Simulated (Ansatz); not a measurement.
Compare A (`CC(C)N`) with its isomer B (`CCCN`).

Calculated with Ansatz (gas phase, PBE0-D4/def2-TZVP geometries, no zero-point term in ΔE). CCSD(T)/CBS adds triple-zeta CCSD(T) − MP2 to the extrapolated MP2 energy (def2 sets, frozen cores). DFT in def2-TZVPP. B3LYP here is the variant with VWN-RPA as its local correlation; programs differ in this. Each species was taken in one conformer, which may not be the lowest.

Question: Which is lower in electronic energy at CCSD(T)/CBS, and by how much? (Best estimate.)

Answer: Computed: A, by 3.1 kcal/mol.

Question: Give E(B) − E(A) in kcal/mol with PBE0-D4, LDA (SPW92), B3LYP-D4, CCSD(T)/def2-SVP, B2PLYP, ωB97M-V, B3LYP. (An estimate is asked.)

Answer: Computed: PBE0-D4 2.6, LDA (SPW92) 3.3, B3LYP-D4 2.7, CCSD(T)/def2-SVP 2.9, B2PLYP 2.6, ωB97M-V 2.9, B3LYP 2.1. None reverses the order clearly.

Question: Does the order hold for the free energy at 298.15 K (harmonic terms from PBE0-D4)? (Estimate.)

Answer: Computed: Yes: G(B) − G(A) = +3.2 kcal/mol, for one conformer each.

Largest T1 diagnostic: 0.009.

Leaving LDA and LC-ωPBE aside and taking each functional with its dispersion term where it has one, the values, not all of them listed here, spread over 0.7 kcal/mol, from HSE06-D4 to B97M-V. LDA lies +1.1 kcal/mol from PBE without D4. In def2-TZVPP, CCSD(T) changes the Hartree–Fock value by +1.0 kcal/mol (the triples alone add +0.2 kcal/mol) and MP2 by +1.4 kcal/mol.
